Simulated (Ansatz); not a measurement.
In₅AgTe₈ — ¹¹⁵In nuclear quadrupole resonance

Cell: a computed structure from the Materials Project (it need not be an observed phase), atoms as given.

Space group P-42m (No. 111); a = 6.2882, c = 12.7753 Å.

```
site  Wyckoff  site symmetry       x       y       z
 In1       4m            2..  0.0000  0.5000  0.2557
 In4       1d           -42m  0.5000  0.5000  0.0000
  Ag       1c           -42m  0.0000  0.0000  0.5000
 Te7       4n            ..m  0.7311  0.2689  0.3859
 Te8       4n            ..m  0.2272  0.7728  0.8862
```

One atom of each set is listed.

The numbers come from a DFT calculation in Ansatz (r2SCAN, plane waves and PAW, scalar-relativistic, 500 eV cutoff, Γ-centred 5×5×3 k-points, Fermi–Dirac smearing 0.02 eV).

¹¹⁵In: I = 9/2, Q = 772.0 mb (year-2017 value). Static lattice, zero field.

**Question.** At which frequencies do the ¹¹⁵In NQR lines lie?

**Answer.** For I = 9/2 and η = 0 the lines are |C_Q|/24 times 1, 2, 3 and 4; η shifts the lowest up most. At large η the states mix, and weaker lines appear at sums of the main ones; lines under 5 % of the strongest are left out.

```json
{"site": "In1", "atoms": "4", "V_zz (10²¹ V/m²)": "-6.32", "C_Q (MHz)": "-118", "η": "0.87", "line frequencies (MHz)": "11.2, 12.7, 16.3, 18.4, 23.8"}
{"site": "In4", "atoms": "1", "V_zz (10²¹ V/m²)": "1.15", "C_Q (MHz)": "21.5", "η": "0.00", "line frequencies (MHz)": "0.897, 1.79, 2.69, 3.59"}
```

**Question.** And for ¹¹³In (I = 9/2, Q = 761.0 mb) on In1?

**Answer.** C_Q scales with Q to -116 MHz, with lines at 11.0, 12.5, 16.1, 18.1, 23.5 MHz.

An axis of threefold or higher order runs through In4, so V_zz lies along it and η is zero.

Without spin–orbit coupling the gradients at and beside Te can be off by some per cent, at some sites by more.

The run took 4.4 min of wall time (4.4 min of CPU time) and 1.8 GiB at its peak, on 1 thread of Arm Neoverse V1 (aarch64; 28 cores open to the job, memory cap 2.5 GiB, no GPU), a shared host with a load of 0.9 a core.
